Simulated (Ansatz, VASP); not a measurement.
# BaS in VASP and in Ansatz

The input INCAR:

```
SYSTEM = BaS
ALGO = Normal
EDIFF = 1E-6
ENCUT = 520
GGA = PE
ISIF = 2
ISMEAR = 0
LASPH = .TRUE.
LCHARG = .FALSE.
LREAL = .FALSE.
LWAVE = .FALSE.
NBANDS = 15
NELM = 100
PREC = Accurate
SIGMA = 0.01
```

Contents of KPOINTS:

```
k-points
0
G
  4 4 4
  0 0 0
```

POSCAR

```
BaS
1.0
    0.0000000000      3.1937500000      3.1937500000
    3.1937500000      0.0000000000      3.1937500000
    3.1937500000      3.1937500000      0.0000000000
Ba S
1 1
Direct
    0.0000000000      0.0000000000      0.0000000000
    0.5000000000      0.5000000000      0.5000000000
```

Input for Ansatz:

```yaml
crystal:
  lattice:
    - [0.0, 3.19375, 3.19375]
    - [3.19375, 0.0, 3.19375]
    - [3.19375, 3.19375, 0.0]
  atoms:
    - { symbol: Ba, position: [0.0, 0.0, 0.0] }
    - { symbol: S, position: [0.5, 0.5, 0.5] }
kpoints:
  mp_grid:
    grid: [4, 4, 4]
hamiltonian:
  xc: pbe
  pseudopotentials:
    kind: nc
scf:
  occupations:
    method: fixed
output:
  forces: true
  stress: true
  eigenvalues: true
```

Alike in both runs: task single point; functional PBE; k mesh 4 × 4 × 4; no spin polarisation.

|  | VASP | Ansatz |
| --- | --- | --- |
| version | VASP 6.6.1 | Ansatz 0.2.0 |
| potentials or method | VASP PAW PBE potentials, release 64 (Ba_sv, S) | plane waves, norm-conserving potentials |
| plane-wave cutoff (eV) | 520 | 770 |
| occupations | gaussian, width 0.01 eV | fixed |
| valence electrons in the cell | 16 | 16 |

VASP gave:

- gap on the k mesh at the Fermi level (eV): 2.10
- pressure (GPa): 1.5

Q: Which values does Ansatz return?

A: gap on the k mesh at the Fermi level (eV): 2.21; pressure (GPa): 0.8.

Caveats: the k mesh is coarse (spacing up to 0.43 Å⁻¹), so the values aren't converged; spin-orbit coupling is left out, which moves the levels of the heavy elements. A k mesh can miss the band edges.
